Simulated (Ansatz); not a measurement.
# PbF2: how the settings move a single-point run

How sensitive is a single-point run of PbF2 to its settings? A reference run comes first, then one run with altered input.

Program: Ansatz 0.2.0. Level of theory: reference: DFT, PBE, norm-conserving pseudopotentials, Ansatz's default files, scalar-relativistic. These are calculated values, not measurements.

## 1. The starting structure

Symmetry: R3m, No. 160, trigonal system. Conventional cell: a = 4.183 Å, b = 4.183 Å, c = 10.247 Å, α = 90.00°, β = 90.00°, γ = 120.00°. Pb (site symmetry 3m) has 1 F at 1.64 Å as nearest neighbours. F (site symmetry 3m) is surrounded by 1 Pb at 1.64 Å. F (site symmetry 3m) is surrounded by 3 Pb at 2.45 Å.

Coordinates:

```
CELL_PARAMETERS angstrom
0.00000 2.95795 2.95795
2.95795 0.00000 2.95795
2.95795 2.95795 0.00000
ATOMIC_POSITIONS crystal
Pb 0.95500 0.95500 0.95500
F 0.79500 0.79500 0.79500
F 0.25000 0.25000 0.25000
```

## 2. Reference

File input.yaml:

```yaml
crystal:
  lattice:
    - [0.0, 2.9579484323, 2.9579484323]
    - [2.9579484323, 0.0, 2.9579484323]
    - [2.9579484323, 2.9579484323, 0.0]
  atoms:
    - { symbol: Pb, position: [-0.045, -0.045, -0.045] }
    - { symbol: F, position: [0.795, 0.795, 0.795] }
    - { symbol: F, position: [0.25, 0.25, 0.25] }
kpoints:
  mp_grid: { grid: [7, 7, 7] }
scf:
  occupations: { method: fermi_dirac, width: 0.03 }
hamiltonian:
  xc: pbe
  pseudopotentials: { kind: nc }
output:
  forces: true
  stress: true
  eigenvalues: true
  populations: true
```

Launch:

```
$ ansatz run input.yaml --threads 1 --pin off --max-ram 3072MiB --backend cpu --events-out ev --progress --plain --runs-dir out
```

## 3. Changing settings: occupations.method tetrahedron, width left out

input.yaml: that of step 2 with these lines changed.

```diff
@@ -12,3 +12,3 @@
 scf:
-  occupations: { method: fermi_dirac, width: 0.03 }
+  occupations: { method: tetrahedron }
 hamiltonian:
```

What does the calculation give? Wanted: for each run, ending; energy change; pressure; gap; force.

**Answer**, as computed:

```csv
run,ending,energy change,pressure (GPa),gap (eV),force (eV/Å),cycles,time
reference,converged,0,46.4,3.84,23.22,9,39 s
"1: occupations.method tetrahedron, width left out",converged,0.0 meV/atom (σ→0),46.4,3.84,23.22,9,32 s
```

Residual by cycle in the longest SCF loop of each run; runs are numbered as in the table. The quantity is the density residual dr2, in eV.

```csv
cycle,reference,run 1
1,3.08,3.08
2,0.504,0.504
3,0.0884,0.0884
4,0.0127,0.0127
5,0.00291,0.00291
6,7.6e-5,7.5e-5
7,1.8e-6,1.7e-6
8,1.2e-7,1.2e-7
9,5.8e-9,4.4e-9
```

What this shows: The changed input (smearing) leaves the energy the same to the digits printed. The structure is not at rest: the sound run finds 46 GPa, so these are no properties of the relaxed crystal.  The gap of the reference lacks spin-orbit coupling, though the cell holds Pb.

The gaps are Kohn-Sham values of a semilocal functional, not quasiparticle or optical gaps. Such gaps usually fall short of the measured ones; spin-orbit coupling, left out here, narrows gaps with Pb, so the two errors partly cancel.
